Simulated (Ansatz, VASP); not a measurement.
Zn: VASP beside Ansatz

INCAR

```
SYSTEM = Zn
PREC = Accurate ; ENCUT = 520
EDIFF = 1E-7 ; ISMEAR = -1
SIGMA = 0.05 ; LREAL = .False.
LASPH = .True. ; NELM = 100
ALGO = Normal ; ISIF = 2
LWAVE = .False. ; LCHARG = .False.
NBANDS = 12
```

The input KPOINTS:

```
Automatic mesh
0
Gamma
  12 12 12
  0 0 0
```

Contents of POSCAR:

```
Zn
1.0
   -1.5998102441      1.5998102441      1.5998102441
    1.5998102441     -1.5998102441      1.5998102441
    1.5998102441      1.5998102441     -1.5998102441
Zn
1
Direct
    0.0000000000      0.0000000000      0.0000000000
```

input.yaml

```yaml
crystal:
  lattice:
    - [-1.5998102441, 1.5998102441, 1.5998102441]
    - [1.5998102441, -1.5998102441, 1.5998102441]
    - [1.5998102441, 1.5998102441, -1.5998102441]
  atoms:
    - { symbol: Zn, position: [0.0, 0.0, 0.0] }
kpoints:
  mp_grid: { grid: [12, 12, 12] }
scf:
  occupations: { method: fermi_dirac, width: 0.05 }
hamiltonian:
  xc: lda
  pseudopotentials: { kind: all_electron, lapw: { basis_error: 0.001 } }
output:
  forces: true
  stress: true
  eigenvalues: true
```

Change from the starting cell: volume scaled by 1.06.

Alike in both runs: task single point; functional LDA; k mesh 12 × 12 × 12; occupations fermi-dirac, width 0.05 eV; no spin polarisation.

```csv
,VASP,Ansatz
version,VASP 6.6.1,Ansatz 0.2.0
potentials or method,"VASP PAW LDA potentials, release 64 (Zn)","all-electron LAPW, scalar-relativistic"
plane-wave cutoff (eV),520,see its input
```

Ansatz gave:

```
gap on the k mesh at the Fermi level (eV) : none
pressure (GPa)                            : -10.3
```

Q: Estimate VASP's values.

A: gap on the k mesh at the Fermi level (eV): none; pressure (GPa): -10.1.

A gap of «none» marks a metal or a gap that the smearing closes. Ansatz ran all-electron here, so the differences hold the error of VASP's frozen core and of both bases.
